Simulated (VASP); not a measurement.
Data:

```yaml
crystal:
  lattice:
    - [4.46539, 0.00000, 0.00000]
    - [0.00000, 4.46539, 0.00000]
    - [0.00000, 0.00000, 3.09503]
  atoms:
    - { symbol: Ru, position: [0.00000, 0.00000, 0.00000] }
    - { symbol: Ru, position: [0.50000, 0.50000, 0.50000] }
    - { symbol: O, position: [0.30604, 0.30604, 0.00000] }
    - { symbol: O, position: [0.80604, 0.19396, 0.50000] }
    - { symbol: O, position: [0.19396, 0.80604, 0.50000] }
    - { symbol: O, position: [0.69396, 0.69396, 0.00000] }
```

Level of theory: PBEsol GGA, VASP's PBE PAW potentials (set 64) (plane waves; VASP). Run with 520 eV cut-off, Gaussian smearing of 0.050 eV, potentials Ru_pv O.

Problem. Give the energies of bands 17 to 30 at the high-symmetry points, in eV from the Fermi level.

Solution. 
```
band      Γ      X      M      Z      R      A
----  -----  -----  -----  -----  -----  -----
17    -4.31  -5.57  -4.65  -4.99  -4.53  -4.91
18    -4.31  -5.57  -4.65  -4.99  -4.53  -4.91
19    -2.84  -4.36  -3.54  -4.94  -4.41  -3.74
20    -2.38  -4.36  -3.54  -4.94  -4.41  -3.74
21    -2.38  -2.65  -2.97  -3.31  -2.92  -2.55
22    -1.83  -2.65  -2.97  -3.31  -2.92  -2.55
23    -1.56  -0.46  -1.42  -0.61  -1.75  -0.53
24    -1.45  -0.46  -1.42  -0.61  -1.75  -0.53
25    -1.37  -0.30  -1.33   0.01  -0.53  -0.51
26    -1.37  -0.30  -1.33   0.01  -0.53  -0.51
27    -0.87   0.41   0.87   0.94   1.19   0.24
28     1.61   0.41   0.87   0.94   1.19   0.24
29     1.83   4.11   3.65   3.18   2.07   3.15
30     4.68   4.11   3.65   3.18   2.07   3.15
```

It has no gap at this level: it comes out as a metal or semimetal.

The compound is RuO2 in the rutile structure. It was relaxed first.
